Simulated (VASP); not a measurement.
A run of VASP 6.6.1 is set up as follows.

INCAR

```
PREC = Accurate ; ENCUT = 520
EDIFF = 1E-6 ; ISMEAR = 0
SIGMA = 0.02 ; LREAL = False
LASPH = True ; NELM = 100
ALGO = Normal ; ISIF = 2
LWAVE = False ; LCHARG = False
GGA = PE ; NBANDS = 16
```

File KPOINTS:

```
regular mesh
0
Gamma
  8 8 8
```

File POSCAR:

```
InP
1.0
    0.0000000000      2.9800342177      2.9800342177
    2.9800342177      0.0000000000      2.9800342177
    2.9800342177      2.9800342177      0.0000000000
In P
1 1
Direct
    0.0000000000      0.0000000000      0.0000000000
    0.2500000000      0.2500000000      0.2500000000
```

Potentials or basis: VASP PAW PBE potentials, release 64 (In_d, P).

Command:

```console
$ cat potpaw_PBE.64/In_d/POTCAR potpaw_PBE.64/P/POTCAR > POTCAR
$ mpirun -np 1 vasp_std > vasp.out
```

(1) What does it give for the band gap on the k mesh?

(2) What does it give for the pressure?

Results:

(1) 0.44 eV, direct.

(2) -0.1 GPa.

Caveat: spin-orbit coupling is left out, which moves the levels of the heavy elements.

**Measured values to compare with.**

From a printed reference work, data compilation, for a bulk crystal of InP at 1.6 K: band gap 1.4236 eV (direct).

Against the measured gap of InP, 1.4236 eV (direct; 1.6 K; a printed reference work, data compilation), the calculated 0.44 eV is off by -0.99 eV. Spin-orbit coupling on In is left out. The value is that of PBE, without temperature or zero-point motion. Semilocal functionals fall short of measured gaps as a rule.
